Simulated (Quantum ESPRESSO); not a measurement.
# Ir (Fm-3m) in Quantum ESPRESSO: reference runs

How does Ir come out in PBEsol? The cell is run as given.

All numbers are computed with Quantum ESPRESSO 7.5; they aren't measurements. Logs are shortened: lines on timing, memory, paths and dates and some standing lists are left out, and cuts for length are marked.

### 1 The structure

It takes space group Fm-3m (No. 225, cubic). Conventional cell: a = 3.831 Å, b = 3.831 Å, c = 3.831 Å, α = 90.00°, β = 90.00°, γ = 90.00°. Ir (site symmetry m-3m) has 12 Ir at 2.71 Å as nearest neighbours.

### 2 Single point, PBEsol

pw.in reads:

```
&CONTROL
  calculation = 'scf'
  prefix = 'pwscf'
  outdir = './tmp'
  pseudo_dir = './pseudo'
  tprnfor = .true.
  tstress = .true.
  disk_io = 'low'
/
&SYSTEM
  ibrav = 0
  nat = 1
  ntyp = 1
  ecutwfc = 45
  ecutrho = 360
  nbnd = 13
  occupations = 'smearing'
  smearing = 'fd'
  degauss = 0.00367493
/
&ELECTRONS
  conv_thr = 2d-10
  electron_maxstep = 120
  mixing_beta = 0.5
/
ATOMIC_SPECIES
Ir   192.2170 ir_pbesol_v1.2.uspp.F.UPF
CELL_PARAMETERS angstrom
   0.0000000000    1.9156000000    1.9156000000
   1.9156000000    0.0000000000    1.9156000000
   1.9156000000    1.9156000000    0.0000000000
ATOMIC_POSITIONS crystal
Ir     0.0000000000    0.0000000000    0.0000000000
K_POINTS automatic
12 12 12 0 0 0
```

pp_density.in reads:

```
&INPUTPP
  prefix = 'pwscf'
  outdir = './tmp'
  filplot = 'density.dat'
  plot_num = 0
/
&PLOT
  nfile = 1
  filepp(1) = 'density.dat'
  iflag = 3
  output_format = 6
  fileout = 'density.cube'
/
```

pp_potential.in reads:

```
&INPUTPP
  prefix = 'pwscf'
  outdir = './tmp'
  filplot = 'potential.dat'
  plot_num = 11
/
&PLOT
  nfile = 1
  filepp(1) = 'potential.dat'
  iflag = 3
  output_format = 6
  fileout = 'potential.cube'
/
```

Potentials or basis: GBRV 1.5 PBEsol.

The run is started by

```bash
> OMP_NUM_THREADS=1 mpirun -n 2 pw.x -nk 2 -in pw.in > pw.out
> OMP_NUM_THREADS=1 mpirun -n 1 pp.x -in pp_density.in > pp_density.out
> OMP_NUM_THREADS=1 mpirun -n 1 pp.x -in pp_potential.in > pp_potential.out
```

pw.out:

```text
This program is part of the open-source Quantum ESPRESSO suite
     for quantum simulation of materials; please cite
         "P. Giannozzi et al., J. Phys.:Condens. Matter 21 395502 (2009);
         "P. Giannozzi et al., J. Phys.:Condens. Matter 29 465901 (2017);
         "P. Giannozzi et al., J. Chem. Phys. 152 154105 (2020);
     in publications or presentations arising from this work. More details at

     Message from routine setup:
     using ibrav=0 with symmetry is DISCOURAGED, use correct ibrav instead

     K-points division:     npool     =       2
     Subspace diagonalization in iterative solution of the eigenvalue problem:
     a serial algorithm will be used

     G-vector sticks info
     --------------------
     sticks:   dense  smooth     PW     G-vecs:    dense   smooth      PW
     Sum         649     313    109                10969     3839     749

     Using Slab Decomposition

     bravais-lattice index     =            0
     lattice parameter (alat)  =       5.1194  a.u.
     unit-cell volume          =      94.8727 (a.u.)^3
     number of atoms/cell      =            1
     number of atomic types    =            1
     number of electrons       =        15.00
     number of Kohn-Sham states=           13
     kinetic-energy cutoff     =      45.0000  Ry
     charge density cutoff     =     360.0000  Ry
     scf convergence threshold =      2.0E-10
     mixing beta               =       0.5000
     number of iterations used =            8  plain     mixing
     Exchange-correlation= SLA  PW   PSX  PSC
                           (   1   4  10   8   0   0   0)

     celldm(1)=   5.119396  celldm(2)=   0.000000  celldm(3)=   0.000000
     celldm(4)=   0.000000  celldm(5)=   0.000000  celldm(6)=   0.000000

     crystal axes: (cart. coord. in units of alat)
               a(1) = (   0.000000   0.707107   0.707107 )
               a(2) = (   0.707107   0.000000   0.707107 )
               a(3) = (   0.707107   0.707107   0.000000 )

     reciprocal axes: (cart. coord. in units 2 pi/alat)
               b(1) = ( -0.707107  0.707107  0.707107 )
               b(2) = (  0.707107 -0.707107  0.707107 )
               b(3) = (  0.707107  0.707107 -0.707107 )

     PseudoPot. # 1 for Ir read from file:
     ir_pbesol_v1.2.uspp.F.UPF
     Pseudo is Ultrasoft + core correction, Zval = 15.0
     Generated by new atomic code, or converted to UPF format
     Using radial grid of  983 points,  7 beta functions with:
                l(1) =   0
                l(2) =   0
                l(3) =   1
                l(4) =   1
                l(5) =   1
                l(6) =   2
                l(7) =   2
     Q(r) pseudized with  8 coefficients,  rinner =    1.400   1.400   1.400
                                                       1.400   1.400

     atomic species   valence    mass     pseudopotential
     Ir               15.00   192.21700     Ir( 1.00)

     48 Sym. Ops., with inversion, found

   Cartesian axes

     site n.     atom                  positions (alat units)
         1        Ir     tau(   1) = (   0.0000000   0.0000000   0.0000000  )

     number of k points=    72  Fermi-Dirac smearing, width (Ry)=  0.0037
                       cart. coord. in units 2pi/alat
        k(    1) = (   0.0000000   0.0000000   0.0000000), wk =   0.0011574
        k(    2) = (   0.0589256   0.0589256  -0.0589256), wk =   0.0092593
        k(    3) = (   0.1178511   0.1178511  -0.1178511), wk =   0.0092593
        k(    4) = (   0.1767767   0.1767767  -0.1767767), wk =   0.0092593
        k(    5) = (   0.2357023   0.2357023  -0.2357023), wk =   0.0092593
        k(    6) = (   0.2946278   0.2946278  -0.2946278), wk =   0.0092593
[... 64 lines left out ...]
        k(   71) = (  -0.7071068   0.2357023   0.0000000), wk =   0.0138889
        k(   72) = (  -0.7071068   0.3535534   0.0000000), wk =   0.0069444

     Dense  grid:    10969 G-vectors     FFT dimensions: (  32,  32,  32)

     Smooth grid:     3839 G-vectors     FFT dimensions: (  24,  24,  24)

     Initial potential from superposition of free atoms

     starting charge      14.5000, renormalised to      15.0000

     negative rho (up, down):  3.712E-01 0.000E+00
     Starting wfcs are   12 randomized atomic wfcs +    1 random wfcs

     Self-consistent Calculation

     iteration #  1     ecut=    45.00 Ry     beta= 0.50
     Davidson diagonalization with overlap
     ethr =  1.00E-02,  avg # of iterations =  4.1

     negative rho (up, down):  3.254E-01 0.000E+00
[... 58 lines left out ...]
     iteration #  8     ecut=    45.00 Ry     beta= 0.50
     Davidson diagonalization with overlap
     ethr =  1.06E-11,  avg # of iterations =  2.0

     negative rho (up, down):  3.150E-01 0.000E+00

     End of self-consistent calculation

          k = 0.0000 0.0000 0.0000 (   531 PWs)   bands (ev):

   -24.3842 -24.3842 -24.3842  13.7848  21.0157  21.0157  21.0157  23.7471
    23.7471  35.7334  38.5477  44.0932  44.0932

          k = 0.0589 0.0589-0.0589 (   507 PWs)   bands (ev):
[... 126 lines left out ...]
   -24.7888 -24.5469 -24.4323  16.5903  19.9078  21.3359  22.2366  22.5975
    25.1758  35.7319  39.3815  42.2082  44.5677

          k = 0.3536 0.0000 0.0000 (   480 PWs)   bands (ev):

   -24.7810 -24.5354 -24.5354  16.7757  19.0158  21.8749  23.0335  23.0335
    24.7111  35.7323  42.5621  42.9368  42.9368

          k = 0.4125 0.0589-0.0589 (   484 PWs)   bands (ev):
[... 66 lines left out ...]
   -25.0884 -24.7736 -24.6556  17.4734  18.1609  23.2951  24.8617  26.0322
    30.5411  32.8819  35.7321  36.9367  38.4044

          k =-0.7071 0.0000 0.0000 (   468 PWs)   bands (ev):

   -25.1484 -24.6844 -24.6844  16.9562  17.5279  25.8367  26.4405  26.4405
    26.6542  35.5247  35.8345  36.4793  36.4793

          k = 0.2357 0.1179 0.0000 (   496 PWs)   bands (ev):

   -24.6602 -24.4834 -24.4335  15.6782  19.9700  21.6223  21.9473  22.8114
    24.3226  35.7326  40.8470  41.5822  44.5069

          k = 0.2946 0.1768-0.0589 (   487 PWs)   bands (ev):
[... 16 lines left out ...]
   -25.1430 -24.6055 -24.5291  17.5160  20.2453  21.5744  22.2492  25.6856
    28.4424  31.9425  35.7365  39.6185  42.6301

          k = 0.3536 0.1179 0.0000 (   487 PWs)   bands (ev):

   -24.8270 -24.5617 -24.5099  17.0723  19.1709  21.2709  23.0288  23.2730
    25.1461  35.7319  40.2871  42.4610  43.6065

          k = 0.4125 0.1768-0.0589 (   483 PWs)   bands (ev):
[... 66 lines left out ...]
   -25.0069 -24.8598 -24.6402  18.1156  18.9721  21.6613  23.8231  25.8192
    31.6370  32.8474  35.7247  36.2991  39.6723

          k =-0.7071 0.1179-0.0000 (   480 PWs)   bands (ev):

   -25.1181 -24.7163 -24.6864  17.2732  17.8141  24.0507  25.2630  26.4419
    29.1991  34.3652  35.7437  36.3002  37.5966

          k =-0.2357-0.4714 0.7071 (   481 PWs)   bands (ev):
[... 26 lines left out ...]
   -24.9494 -24.8943 -24.6435  18.8650  19.7421  20.0468  23.2489  25.7811
    31.0140  35.0271  35.2495  35.7516  39.7091

          k =-0.7071 0.2357 0.0000 (   478 PWs)   bands (ev):

   -25.0347 -24.8028 -24.6904  18.0686  18.6588  21.8450  23.9374  26.4448
    31.8006  33.4539  35.5797  35.7406  38.2166

          k =-0.7071 0.3536 0.0000 (   488 PWs)   bands (ev):

   -24.9196 -24.9196 -24.6925  18.6203  20.0222  20.0222  23.1198  26.4462
    33.1936  34.0468  34.0468  35.7403  38.3322

     the Fermi energy is    24.9796 ev

!    total energy              =    -181.66359501 Ry
     estimated scf accuracy    <          4.5E-11 Ry
     smearing contrib. (-TS)   =      -0.00034230 Ry
     internal energy E=F+TS    =    -181.66325271 Ry

     The total energy is F=E-TS. E is the sum of the following terms:
     one-electron contribution =      -6.38816669 Ry
     hartree contribution      =      17.41868579 Ry
     xc contribution           =     -50.20681783 Ry
     ewald contribution        =    -142.48695398 Ry

     convergence has been achieved in   8 iterations

     negative rho (up, down):  3.150E-01 0.000E+00

     Forces acting on atoms (cartesian axes, Ry/au):

     atom    1 type  1   force =     0.00000000    0.00000000    0.00000000

     Total force =     0.000000     Total SCF correction =     0.000000

     Computing stress (Cartesian axis) and pressure

     negative rho (up, down):  3.150E-01 0.000E+00
          total   stress  (Ry/bohr**3)                   (kbar)     P=       -7.10
  -0.00004828   0.00000000   0.00000000           -7.10        0.00        0.00
   0.00000000  -0.00004828   0.00000000            0.00       -7.10        0.00
   0.00000000   0.00000000  -0.00004828            0.00        0.00       -7.10

=------------------------------------------------------------------------------=
   JOB DONE.
=------------------------------------------------------------------------------=
```

pp_density.out:

```text
This program is part of the open-source Quantum ESPRESSO suite
     for quantum simulation of materials; please cite
         "P. Giannozzi et al., J. Phys.:Condens. Matter 21 395502 (2009);
         "P. Giannozzi et al., J. Phys.:Condens. Matter 29 465901 (2017);
         "P. Giannozzi et al., J. Chem. Phys. 152 154105 (2020);
     in publications or presentations arising from this work. More details at

     IMPORTANT: XC functional enforced from input :
     Exchange-correlation= PBESOL
                           (   1   4  10   8   0   0   0)
     Any further DFT definition will be discarded
     Please, verify this is what you really want

     G-vector sticks info
     --------------------
     sticks:   dense  smooth     PW     G-vecs:    dense   smooth      PW
     Sum         649     313    109                10969     3839     749

     Using Slab Decomposition

     negative rho (up, down):  3.150E-01 0.000E+00

     Calling punch_plot, plot_num =   0
     Writing data to file  density.dat
     Reading data from file  density.dat

     Writing data to be plotted to file density.cube
     Plot Type: 3D                     Output format: Gaussian cube

=------------------------------------------------------------------------------=
   JOB DONE.
=------------------------------------------------------------------------------=
```

pp_potential.out:

```text
This program is part of the open-source Quantum ESPRESSO suite
     for quantum simulation of materials; please cite
         "P. Giannozzi et al., J. Phys.:Condens. Matter 21 395502 (2009);
         "P. Giannozzi et al., J. Phys.:Condens. Matter 29 465901 (2017);
         "P. Giannozzi et al., J. Chem. Phys. 152 154105 (2020);
     in publications or presentations arising from this work. More details at

     IMPORTANT: XC functional enforced from input :
     Exchange-correlation= PBESOL
                           (   1   4  10   8   0   0   0)
     Any further DFT definition will be discarded
     Please, verify this is what you really want

     G-vector sticks info
     --------------------
     sticks:   dense  smooth     PW     G-vecs:    dense   smooth      PW
     Sum         649     313    109                10969     3839     749

     Using Slab Decomposition

     negative rho (up, down):  3.150E-01 0.000E+00

     Calling punch_plot, plot_num =  11
     Writing data to file  potential.dat
     Reading data from file  potential.dat

     Writing data to be plotted to file potential.cube
     Plot Type: 3D                     Output format: Gaussian cube

=------------------------------------------------------------------------------=
   JOB DONE.
=------------------------------------------------------------------------------=
```

It took 8.9 s on 2 MPI ranks of AMD EPYC 7R43 (Zen 3), shared host; peak memory 0.14 GiB.

What came out:

```yaml
Free_energy: -2471.6591 eV
Pressure: -0.7 GPa
Band_gap_on_the_k_mesh: none (metal or under the smearing width)
```

The run has no spin-orbit coupling, so splittings on Ir are missing.
